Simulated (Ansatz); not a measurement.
input.yaml

```yaml
crystal:
  lattice:
    - [2.9355691563, 0.0, 0.0]
    - [-1.4677845781, 2.5422774639, 0.0]
    - [0.0, 0.0, 29.3666405453]
  atoms:
    - { symbol: Ag, position: [0.0, 0.0, 0.2553918276] }
    - { symbol: Ag, position: [0.6666666667, 0.3333333333, 0.3368762161] }
    - { symbol: Ag, position: [0.3333333333, 0.6666666667, 0.4183606045] }
    - { symbol: Ag, position: [0.6666666667, 0.3333333333, 0.5] }
    - { symbol: Ag, position: [0.3333333333, 0.6666666667, 0.5814843884] }
    - { symbol: Ag, position: [0.0, 0.0, 0.6629687769] }
    - { symbol: Ag, position: [0.3333333333, 0.6666666667, 0.7446081724] }
basis:
  ecutwfc: 120
kpoints:
  mp_grid: { grid: [12, 12, 1] }
hamiltonian:
  xc: pbe
scf:
  occupations: { method: gaussian, width: 0.1 }
  max_iter: 55
output:
  forces: true
  stress: true
  eigenvalues: true
efield:
  axis: 3
  dipole_correction: true
  ramp_width: 0.04
```

Launched with
```bash
ansatz run input.yaml --threads 1 --pin off --max-ram 2560MiB --backend cpu --events-out ev --progress --plain --runs-dir out
```

Method: Ansatz, DFT PBE, scalar-relativistic, plane waves, PAW.

From the run's log, abridged (final results; tables in files aren't shown):

```
WARN: efield: at this solve's end the planar-averaged density reaches 1.79e-3 e/Å³ inside the ramp window [0.9459, 0.0541] (bound 1e-5 e/Å³); the window's nearer edge stands 5.91 Å from this solve's nearest atom along the axis. Its work functions, free energy, forces, stress, dipole, levels and responses can be off, and this figure does not tell by how much. The cell may have no vacuum along `efield.axis`. A short vacuum, a low `basis.ecutwfc` or `basis.ecutrho_ratio` and negative occupations (`scf.occupations.method`) can put density there. See the manual's quickstart, § The vacuum guard
SCF 1 converged in 15 iterations: F = -51972.078169 eV  dr2 = 1.51e-8
SCF converged after 15 iterations
Free energy (F): -51972.078169 eV
Harris-Foulkes:  -51972.078169 eV  (|F-HF|=1.51e-8)
Internal energy: -51972.064317 eV  (E = F + TS)
E sigma→0 (E₀):  -51972.071243 eV
Entropy (-TS):   -0.013852 eV (-1.979 meV/atom)
Fermi energy:    6.428259 eV
Dipole field:    D = 0.003113 V/Å  (p = 0.003771 e·Å, saw-weighted, corrected)
Work function:   Φ+ = 12.7844 eV (in doubt: plateau slope 6.0e-1 eV/Å)   Φ− = 12.9909 eV (in doubt: plateau slope 5.1e-1 eV/Å)
Levels:          The Fermi level and band energies are counted from a zero that moves with the ramp; work functions are not
Vacuum region:   at the solve's end the planar-averaged density reaches 1.79e-3 e/Å³ inside the ramp window [0.9459, 0.0541] (bound 1e-5 e/Å³)
--- Per-component energies (eV) ---
  E_band       = -4680.621690
  E_kinetic    = 4581.746109
  E_local      = -209686.520152  (includes V_loc(G=0)·N_el)
  E_nonlocal   = -426.118605
  E_hartree    = 102453.826486
  E_xc         = -1519.633460
  E_vxc        = -1939.869104  (∫ρ·V_xc dr)
  E_paw        = -26615.745093  (= ΣΔE_a)
  E_vpaw       = -2117.641017  (= ΣTr[D̂ρ^β])
  E_aug_tail   = 0.114602  (compensation charges beyond the density's cutoff)
  E_efield     = 0.000006  (sawtooth field / dipole correction)
  E_vefield    = 0.000550  (∫n·V_field dr)
  E_ewald      = 79240.265791
  E_smearing   = -0.013852  (= −TS)
--- Forces (eV/Å), atoms counted from 1 ---
  atom   1  Ag     0.00000000     0.00000000    -4.44163798
  atom   2  Ag     0.00000000     0.00000000     0.98961579
  atom   3  Ag     0.00000000     0.00000000     0.01678092
  atom   4  Ag     0.00000000     0.00000000     0.04203972
  atom   5  Ag     0.00000000     0.00000000    -0.17295821
  atom   6  Ag     0.00000000     0.00000000    -0.96108069
  atom   7  Ag     0.00000000     0.00000000     4.52633673
--- Stress (GPa, compression-positive) ---
       46.631031       0.000000       0.000000
        0.000000      46.631031       0.000000
        0.000000       0.000000      36.270103
  P = ⅓ Tr σ = 43.1774 GPa (431.774 kbar)
--- Band table (eV; the first three rows and the last of 19) ---
  k-point 0: bands = ["-114.7378", "-114.5464", "-113.9066", "-113.7294", "-112.3825", "-110.9236", "-110.3354", "-72.6972", "-72.6972", "-72.5921", "-72.5921", "-72.4825", "-72.3463", "-72.3463", "-72.1434", "-72.0491", "-72.0491", "-70.9923", "-70.9923", "-70.9267", "-70.7928", "-69.9280", "-69.9280", "-69.7165", "-69.7165", "-68.9403", "-66.4148", "-64.8484", "-7.4725", "-7.4725", "-7.3736", "-7.2956", "-7.2956", "-7.0518", "-7.0518", "-6.9043", "-6.7176", "-6.7176", "-6.0162", "-6.0162", "-5.7978", "-5.4006", "-5.3574", "-5.3574", "-5.3084", "-5.3084", "-4.6970", "-4.3669", "-4.3669", "-4.0849", "-4.0849", "-3.9926", "-3.6366", "-3.4932", "-3.4932", "-3.0126", "-3.0126", "-2.8230", "-2.2 ...
  k-point 1: bands = ["-114.7098", "-114.4499", "-113.8327", "-113.3320", "-112.3321", "-111.4271", "-110.2716", "-72.8313", "-72.7686", "-72.5269", "-72.5175", "-72.4723", "-72.3812", "-72.3271", "-72.0967", "-71.8442", "-71.7244", "-71.3355", "-71.2029", "-70.8332", "-70.5403", "-70.3584", "-70.0064", "-69.4570", "-69.0042", "-68.5006", "-67.0382", "-64.9701", "-7.4439", "-7.3650", "-7.3022", "-7.1822", "-7.1346", "-6.9009", "-6.8685", "-6.8072", "-6.5842", "-6.5749", "-6.0206", "-5.7752", "-5.4751", "-5.3716", "-5.1991", "-5.1226", "-4.9182", "-4.7217", "-4.7001", "-4.5059", "-4.2661", "-4.2064", "-3.9419", "-3.9325", "-3.5802", "-3.5170", "-3.1719", "-2.9276", "-2.7277", "-2.6272", "-2.1 ...
  k-point 2: bands = ["-114.2370", "-113.9266", "-113.0748", "-112.5722", "-111.9114", "-111.2128", "-110.5370", "-72.6546", "-72.3462", "-72.2647", "-72.1779", "-72.0296", "-71.9790", "-71.6633", "-71.4711", "-71.4322", "-71.0144", "-70.8476", "-70.7925", "-70.4898", "-70.0887", "-69.6813", "-69.4538", "-68.9207", "-68.5834", "-67.6424", "-66.8725", "-65.3425", "-7.0081", "-6.9248", "-6.7748", "-6.7114", "-6.5529", "-6.2930", "-6.1488", "-6.1384", "-5.9348", "-5.4590", "-5.3264", "-5.1923", "-5.0813", "-4.9359", "-4.4758", "-4.4202", "-4.3631", "-4.1873", "-4.0122", "-3.9289", "-3.7708", "-3.5967", "-3.3807", "-3.3775", "-2.9815", "-2.8496", "-2.7117", "-2.4950", "-2.0548", "-1.9262", "-1.6 ...
  k-point 18: bands = ["-112.0793", "-111.8987", "-111.8806", "-111.7465", "-111.7128", "-111.1160", "-111.0110", "-70.9581", "-70.6786", "-70.6494", "-70.6206", "-70.4982", "-70.0500", "-69.9202", "-69.5748", "-69.4947", "-69.4133", "-69.2680", "-69.1323", "-68.9705", "-68.9644", "-68.8413", "-68.8202", "-68.6710", "-68.5641", "-68.3930", "-68.3919", "-68.2001", "-5.1644", "-4.9843", "-4.9257", "-4.7890", "-4.6713", "-4.6158", "-4.2417", "-4.1915", "-4.1849", "-4.0291", "-3.9569", "-3.7564", "-3.5828", "-3.4676", "-3.4555", "-3.3279", "-3.2779", "-3.2197", "-3.1756", "-2.8805", "-2.5815", "-2.4614", "-2.3462", "-2.1646", "-2.0828", "-1.7838", "-1.6067", "-1.4357", "-1.2404", "-1.0612", "-0. ...
```

The calculation finished and met its thresholds.

Time: 13 s on 1 thread of Oxide Virtual Turin-like Processor (Zen 5), with other jobs on the host, peak memory 0.35 GiB.